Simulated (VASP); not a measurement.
# Ge48H19N in VASP: single point with PBE+D3(BJ)

Aim: the single point of Ge48H19N with PBE+D3(BJ).

All numbers are computed with VASP 6.6.1; they aren't measurements. Logs are shortened: lines on timing, memory, paths and dates and some standing lists are left out, and cuts for length are marked.

**1. Starting point**

The cell holds a slab with vacuum, 68 atoms: a = 11.316 Å, b = 11.316 Å, c = 23.742 Å, α = 90.00°, β = 90.00°, γ = 90.00°.

The cell was built by a generator and needn't be a form met in nature.

**2. Single point, PBE+D3(BJ)**

INCAR

```
SYSTEM = Ge48H19N
ALGO     = Fast           ! electronic algorithm
EDIFF    = 1E-6           ! SCF threshold, eV
ENCUT    = 400            ! plane-wave cutoff, eV
GGA      = PE             ! functional
ISIF     = 2              ! what is computed and relaxed
ISMEAR   = 0              ! smearing method
ISYM     = 0            
IVDW     = 12             ! dispersion correction
LASPH    = .True.         ! aspherical terms in the spheres
LCHARG   = .False.        ! write CHGCAR
LREAL    = Auto         
LWAVE    = .False.        ! write WAVECAR
NELM     = 60             ! most SCF steps
PREC     = Accurate       ! precision mode
SIGMA    = 0.05           ! smearing width, eV
```

KPOINTS

```
k-points
0
Gamma
  1 1 1
  0 0 0
```

POSCAR

```
Ge48H19N
1.0
    8.0016203359      8.0016203359      0.0000000000
   -8.0016203359      8.0016203359      0.0000000000
    0.0000000000      0.0000000000     23.7419000000
Ge H N
48 19 1
Direct
    0.7005149941      0.2994850059      0.4246458792
    0.7994850059      0.7005149941      0.4246458792
    0.0494850059      0.9505149941      0.4385453565
    0.2994850059      0.2005149941      0.4246458792
    0.9505149941      0.5494850059      0.4524448338
    0.2005149941      0.7994850059      0.4385453565
    0.4505149941      0.0494850059      0.4524448338
    0.5494850059      0.4505149941      0.4524448338
    0.8750000000      0.3750000000      0.3831791053
    0.8750000000      0.8750000000      0.3831791053
    0.1250000000      0.1250000000      0.3831791053
    0.3750000000      0.3750000000      0.3831791053
    0.1250000000      0.6250000000      0.3831791053
    0.3750000000      0.8750000000      0.3831791053
    0.6250000000      0.1250000000      0.3831791053
    0.6250000000      0.6250000000      0.3831791053
    0.0000000000      0.2500000000      0.3236008913
    0.0000000000      0.7500000000      0.3236008913
    0.2500000000      0.0000000000      0.3236008913
    0.5000000000      0.2500000000      0.3236008913
    0.2500000000      0.5000000000      0.3236008913
    0.5000000000      0.7500000000      0.3236008913
    0.7500000000      0.0000000000      0.3236008913
    0.7500000000      0.5000000000      0.3236008913
    0.8750000000      0.1250000000      0.2640226772
    0.8750000000      0.6250000000      0.2640226772
    0.1250000000      0.8750000000      0.2640226772
    0.3750000000      0.1250000000      0.2640226772
    0.1250000000      0.3750000000      0.2640226772
    0.3750000000      0.6250000000      0.2640226772
    0.6250000000      0.8750000000      0.2640226772
    0.6250000000      0.3750000000      0.2640226772
    0.7500000000      0.2500000000      0.2044444632
    0.7500000000      0.7500000000      0.2044444632
    0.0000000000      0.0000000000      0.2044444632
    0.2500000000      0.2500000000      0.2044444632
    0.0000000000      0.5000000000      0.2044444632
    0.2500000000      0.7500000000      0.2044444632
    0.5000000000      0.0000000000      0.2044444632
    0.5000000000      0.5000000000      0.2044444632
    0.8750000000      0.3750000000      0.1448662491
    0.8750000000      0.8750000000      0.1448662491
    0.1250000000      0.1250000000      0.1448662491
    0.3750000000      0.3750000000      0.1448662491
    0.1250000000      0.6250000000      0.1448662491
    0.3750000000      0.8750000000      0.1448662491
    0.6250000000      0.1250000000      0.1448662491
    0.6250000000      0.6250000000      0.1448662491
    0.9510221023      0.2989778977      0.1052990704
    0.7989778977      0.4510221023      0.1052990704
    0.9510221023      0.7989778977      0.1052990704
    0.7989778977      0.9510221023      0.1052990704
    0.2010221023      0.0489778977      0.1052990704
    0.0489778977      0.2010221023      0.1052990704
    0.4510221023      0.2989778977      0.1052990704
    0.2989778977      0.4510221023      0.1052990704
    0.2010221023      0.5489778977      0.1052990704
    0.0489778977      0.7010221023      0.1052990704
    0.4510221023      0.7989778977      0.1052990704
    0.2989778977      0.9510221023      0.1052990704
    0.7010221023      0.0489778977      0.1052990704
    0.5489778977      0.2010221023      0.1052990704
    0.7010221023      0.5489778977      0.1052990704
    0.5489778977      0.7010221023      0.1052990704
    0.2888109589      0.8259148003      0.5304301849
    0.1663450817      0.7502593728      0.5363045716
    0.0165607112      0.9834392888      0.4981484437
    0.2421609563      0.7578390437      0.5139373410
```

Potentials or basis: VASP PAW PBE potentials, release 64 (Ge_d, H, N).

The run is started by

```sh
> cat potpaw_PBE.64/Ge_d/POTCAR potpaw_PBE.64/H/POTCAR potpaw_PBE.64/N/POTCAR > POTCAR
> mpirun -np 8 vasp_gam > vasp.out
```

OUTCAR:

```text
SYSTEM = Ge48H19N
   EDIFF = 1E-6
   ENCUT = 400
   GGA = PE
   ISIF = 2
   ISMEAR = 0
   ISYM = 0
   IVDW = 12
   LASPH = .True.
   LREAL = Auto
   NELM = 60
   PREC = Accurate
 IVDW          = 12

 ion  position               nearest neighbor table
   1  0.701  0.299  0.425-   9 2.37  15 2.37   8 2.51
   2  0.799  0.701  0.425-  10 2.37  16 2.37   5 2.51
   3  0.049  0.951  0.439-  67 1.51   6 2.42  11 2.52  10 2.52
   4  0.299  0.201  0.425-  11 2.37  12 2.37   7 2.51
   5  0.951  0.549  0.452-   2 2.51   9 2.71  13 2.71
   6  0.201  0.799  0.439-  68 1.91   3 2.42  14 2.52  13 2.52
   7  0.451  0.049  0.452-   4 2.51  14 2.71  15 2.71
   8  0.549  0.451  0.452-   1 2.51  12 2.71  16 2.71
   9  0.875  0.375  0.383-   1 2.37  17 2.45  24 2.45   5 2.71
  10  0.875  0.875  0.383-   2 2.37  18 2.45  23 2.45   3 2.52
  11  0.125  0.125  0.383-   4 2.37  17 2.45  19 2.45   3 2.52
  12  0.375  0.375  0.383-   4 2.37  20 2.45  21 2.45   8 2.71
  13  0.125  0.625  0.383-  18 2.45  21 2.45   6 2.52   5 2.71
  14  0.375  0.875  0.383-  19 2.45  22 2.45   6 2.52   7 2.71
[... 32 lines left out ...]
  47  0.625  0.125  0.145-  61 1.54  62 1.54  33 2.45  39 2.45
  48  0.625  0.625  0.145-  63 1.54  64 1.54  34 2.45  40 2.45
  49  0.951  0.299  0.105-  41 1.54
  50  0.799  0.451  0.105-  41 1.54
  51  0.951  0.799  0.105-  42 1.54
  52  0.799  0.951  0.105-  42 1.54
  53  0.201  0.049  0.105-  43 1.54
  54  0.049  0.201  0.105-  43 1.54
[... 11 lines left out ...]
  66  0.166  0.750  0.536-  68 1.01
  67  0.017  0.983  0.498-   3 1.51
  68  0.242  0.758  0.514-  66 1.01  65 1.01   6 1.91

IMPORTANT INFORMATION: All symmetrisations will be switched off!
NOSYMM: (Re-)initialisation of all symmetry stuff for point group C_1.

----------------------------------------------------------------------------------------

                                     Primitive cell

  volume of cell :    3040.1944

  direct lattice vectors                    reciprocal lattice vectors
     8.001620336  8.001620336  0.000000000     0.062487344  0.062487344  0.000000000
    -8.001620336  8.001620336  0.000000000    -0.062487344  0.062487344  0.000000000
     0.000000000  0.000000000 23.741900000     0.000000000  0.000000000  0.042119628

  length of vectors
    11.316000000 11.316000000 23.741900000     0.088370449  0.088370449  0.042119628

  position of ions in fractional coordinates (direct lattice)
     0.700514994  0.299485006  0.424645879
     0.799485006  0.700514994  0.424645879
     0.049485006  0.950514994  0.438545357
     0.299485006  0.200514994  0.424645879
     0.950514994  0.549485006  0.452444834
     0.200514994  0.799485006  0.438545357
[... 60 lines left out ...]
     0.016560711  0.983439289  0.498148444
     0.242160956  0.757839044  0.513937341

  ion indices of the primitive-cell ions
   primitive index   ion index
                 1           1
                 2           2
                 3           3
                 4           4
                 5           5
                 6           6
[... 60 lines left out ...]
                67          67
                68          68

----------------------------------------------------------------------------------------

 KPOINTS: k-points

Automatic generation of k-mesh.
 Grid dimensions read from file:
 generate k-points for:    1    1    1

 Generating k-lattice:

  Cartesian coordinates                     Fractional coordinates (reciprocal lattice)
     0.062487344  0.062487344  0.000000000     1.000000000  0.000000000  0.000000000
    -0.062487344  0.062487344  0.000000000     0.000000000  1.000000000  0.000000000
     0.000000000  0.000000000  0.042119628     0.000000000  0.000000000  1.000000000

  Length of vectors
     0.088370449  0.088370449  0.042119628

  Shift w.r.t. Gamma in fractional coordinates (k-lattice)
     0.000000000  0.000000000  0.000000000

 Subroutine IBZKPT returns following result:
 ===========================================

 Found      1 irreducible k-points:

 Following reciprocal coordinates:
            Coordinates               Weight
  0.000000  0.000000  0.000000      1.000000
   k-points           NKPTS =      1   k-points in BZ     NKDIM =      1   number of bands    NBANDS=    424
   number of dos      NEDOS =    301   number of ions     NIONS =     68
   total plane-waves  NPLWV = ******
   dimension x,y,z NGX =    80 NGY =   80 NGZ =  160
   dimension x,y,z NGXF=   160 NGYF=  160 NGZF=  320
   ions per type =              48  19   1
   NGX,Y,Z   is equivalent  to a cutoff of  11.75, 11.75, 11.20 a.u.
   NGXF,Y,Z  is equivalent  to a cutoff of  23.51, 23.51, 22.41 a.u.
 SYSTEM =  Ge48H19N
   PREC   = accura    normal or accurate (medium, high low for compatibility)
   ISTART =      0    job   : 0-new  1-cont  2-samecut
   ICHARG =      2    charge: 1-file 2-atom 10-const
   ISPIN  =      1    spin polarized calculation?
   LNONCOLLINEAR =      F non collinear calculations
   LSORBIT =      F    spin-orbit coupling
   LASPH  =      T    aspherical Exc in radial PAW
   ENCUT  =  400.0 eV  29.40 Ry    5.42 a.u.  18.45 18.45 38.72*2*pi/ulx,y,z
   NELM   =     60;   NELMIN=  2; NELMDL= -5     # of ELM steps
   EDIFF  = 0.1E-05   stopping-criterion for ELM
   LREAL  =      T    real-space projection
   EDIFFG = 0.1E-04   stopping-criterion for IOM
   NSW    =      0    number of steps for IOM
   IBRION =     -1    ionic relax: 0-MD 1-quasi-New 2-CG
   NFREE  =      0    steps in history (QN), initial steepest desc. (CG)
   ISIF   =      2    stress and relaxation
   ISYM   =      0    0-nonsym 1-usesym 2-fastsym
   POTIM  = 0.5000    time-step for ionic-motion
   TEBEG  =    0.0;   TEEND  =   0.0 temperature during run
   PSTRESS=    0.0 pullay stress
   NELECT =     696.0000    total number of electrons
   NUPDOWN=      -1.0000    fix difference up-down
   EMIN   =  10.00;   EMAX   =-10.00  energy-range for DOS
   EFERMI =   0.00;   METHOD = LEGACY
   ISMEAR =     0;   SIGMA  =   0.05  broadening in eV -4-tet -1-fermi 0-gaus
   EFERMI_NEDOS =   21; number of points for ismear=-14 and -15
   IALGO  =     68    algorithm
   IMIX   =      4    mixing-type and parameters
     AMIX     =   0.40;   BMIX     =  1.00
     AMIX_MAG =   1.60;   BMIX_MAG =  1.00
  volume/ion in A,a.u.               =      44.71       301.71
  Fermi-wavevector in a.u.,A,eV,Ry     =   1.001484  1.892531 13.646245  1.002971
  Thomas-Fermi vector in A             =   2.133909
   LORBIT       =      0    0 simple, 1 ext, 2 COOP (PROOUT), +10 PAW based schemes
   GGA     = PE    functional components
   LHFCALC =     F    Hartree Fock is set to
   AEXX    =    0.0000 exact exchange contribution
   IVDW    =    12    specifies the selected vdW correction
   LEPSILON=     F    determine dielectric tensor
   LRPA    =     F    only Hartree local field effects (RPA)
 non-spin polarized calculation
 RMM-DIIS sequential band-by-band and
 Gauss-broadening in eV      SIGMA  =   0.05
  energy-cutoff  :      400.00
  volume of cell :     3040.19
 maximum number of plane-waves:     27645
 NGX is ok and might be reduce to    80
   NGX = 37   NGY = 37   NGZ = 77

 number of electron     695.9999401 magnetization

 Free energy of the ion-electron system (eV)
  ---------------------------------------------------
  ext. energy  EPLUGINS =         0.00000000
  ---------------------------------------------------
  free energy    TOTEN  =      -275.09966937 eV

  energy without entropy =     -275.05782543  energy(sigma->0) =     -275.07874740

 E-fermi :  -1.1292     XC(G=0):  -4.4304

 val. band max:       -1.1565317995   @ k =   0.0000   0.0000   0.0000
 cond. band min:      -1.1018628420   @ k =   0.0000   0.0000   0.0000
 fundamental gap:      0.0546689575
 Fermi energy:        -1.1291972397

 k-point     1 :       0.0000    0.0000    0.0000
  band No.  band energies     occupation
      1     -25.7885      2.00000
      2     -25.7816      2.00000
      3     -25.7808      2.00000
      4     -25.7728      2.00000
      5     -25.7623      2.00000
      6     -25.7608      2.00000
[... 352 lines left out ...]
    359       0.7463      0.00000
    360       0.7795      0.00000
 [bands above 360 left out]

------------------------ aborting loop because EDIFF is reached ----------------------------------------

 Edisp (eV)  -11.77645

 E8    (eV) :    -5.2796

  FORCE on cell =-STRESS in cart. coord.  units (eV):
  Direction    XX          YY          ZZ          XY          YZ          ZX
  --------------------------------------------------------------------------------------
  -------------------------------------------------------------------------------------
  Total      23.63912     8.08017    -1.83149     0.04819     0.00488     1.26864
  in kB      12.45777     4.25824    -0.96519     0.02540     0.00257     0.66857
  external pressure =        5.25 kB  Pullay stress =        0.00 kB

 VOLUME and BASIS-vectors are now :
 -----------------------------------------------------------------------------
  energy-cutoff  :      400.00
  volume of cell :     3040.19
      direct lattice vectors                 reciprocal lattice vectors
     8.001620336  8.001620336  0.000000000     0.062487344  0.062487344  0.000000000
    -8.001620336  8.001620336  0.000000000    -0.062487344  0.062487344  0.000000000
     0.000000000  0.000000000 23.741900000     0.000000000  0.000000000  0.042119628

 POSITION                                       TOTAL-FORCE (eV/Angst)
 -----------------------------------------------------------------------------------
      3.20889      8.00162     10.08190        -0.106395      0.005689     -0.523994
      0.79192     12.00243     10.08190         0.249326     -0.139860     -0.353206
     -7.20970      8.00162     10.41190        -0.953768     -0.026588     -1.111951
      0.79192      4.00081     10.08190         0.247885      0.121573     -0.348168
      3.20889     12.00243     10.74190         1.007095     -0.011128      0.082503
     -4.79273      8.00162     10.41190         1.526977     -0.013043     -0.221775
[... 60 lines left out ...]
     -7.73660      8.00162     11.82699        -0.256492     -0.000932      0.674577
     -4.12626      8.00162     12.20185         0.142385     -0.115814     -1.076315
 -----------------------------------------------------------------------------------
    total drift:                                0.000612     -0.000027      0.011254

  FREE ENERGIE OF THE ION-ELECTRON SYSTEM (eV)
  ---------------------------------------------------
  free  energy   TOTEN  =      -286.8761212339 eV

  energy  without entropy=     -286.8342772953  energy(sigma->0) =     -286.85519926
```

It took 7.2 min on 8 MPI ranks of Intel Xeon Platinum 8488C (Sapphire Rapids), shared host; peak memory 0.57 GiB.

What came out:

```
Free energy                : -286.8761 eV
Largest force              : 1.543 eV/Å
Band gap on the k mesh     : 0.05 eV, direct
Dispersion energy per atom : -0.173 eV
```

Forces in eV/Å, atoms in the order of the input:
```
Ge  -0.106  0.006 -0.524
Ge   0.249 -0.140 -0.353
Ge  -0.954 -0.027 -1.112
Ge   0.248  0.122 -0.348
Ge   1.007 -0.011  0.083
Ge   1.527 -0.013 -0.222
Ge   1.020  0.014  0.071
Ge  -1.154 -0.001 -0.014
Ge  -0.063  1.068  0.465
Ge  -0.091  0.798  0.345
Ge  -0.084 -0.779  0.334
Ge   0.072  0.954  0.583
Ge  -0.905 -0.385  0.735
Ge  -0.884  0.372  0.738
Ge  -0.052 -1.123  0.500
Ge   0.073 -0.944  0.570
Ge  -0.085 -0.097  0.269
Ge   0.427 -0.111 -0.506
Ge   0.419  0.116 -0.482
Ge   0.069  0.054 -0.539
Ge  -0.030  0.078  0.306
Ge  -0.023 -0.087  0.308
Ge  -0.087  0.091  0.271
Ge   0.063 -0.010 -0.537
Ge   0.051  0.001 -0.061
Ge   0.104  0.081 -0.081
Ge  -0.270 -0.003 -0.172
Ge   0.110 -0.073 -0.088
Ge  -0.012  0.021 -0.004
Ge   0.025  0.003 -0.066
Ge  -0.013 -0.018 -0.005
Ge  -0.251 -0.009 -0.099
Ge  -0.051  0.008 -0.209
Ge   0.112 -0.071 -0.201
Ge   0.125 -0.002 -0.156
Ge   0.111  0.072 -0.201
Ge  -0.120  0.007 -0.171
Ge  -0.074  0.006 -0.214
Ge  -0.120 -0.003 -0.167
Ge   0.092  0.000 -0.165
Ge   0.053 -0.003  0.028
Ge  -0.099  0.032  0.017
Ge  -0.099 -0.035  0.017
Ge  -0.091 -0.003  0.023
Ge   0.071  0.011  0.024
Ge   0.072 -0.020  0.021
Ge   0.052 -0.004  0.029
Ge  -0.095  0.001  0.022
H   -0.062 -0.008  0.043
H    0.060 -0.006  0.051
H   -0.061 -0.025  0.047
H    0.071 -0.030  0.011
H   -0.059  0.024  0.046
H    0.070  0.033  0.010
H   -0.061 -0.011  0.044
H    0.081 -0.018  0.024
H   -0.075  0.016  0.036
H    0.064  0.000  0.050
H   -0.076 -0.011  0.036
H    0.062  0.001  0.049
H   -0.062  0.011  0.043
H    0.060  0.007  0.051
H   -0.060  0.010  0.043
H    0.081  0.018  0.023
H   -0.044  0.527  0.323
H   -0.215 -0.366  0.414
H   -0.256 -0.001  0.675
N    0.142 -0.116 -1.076
```

Caveat: the cutoff is under 1.25 times the usual one of these potentials, so pressure, stress and relaxed cells hold a basis-set (Pulay) error.
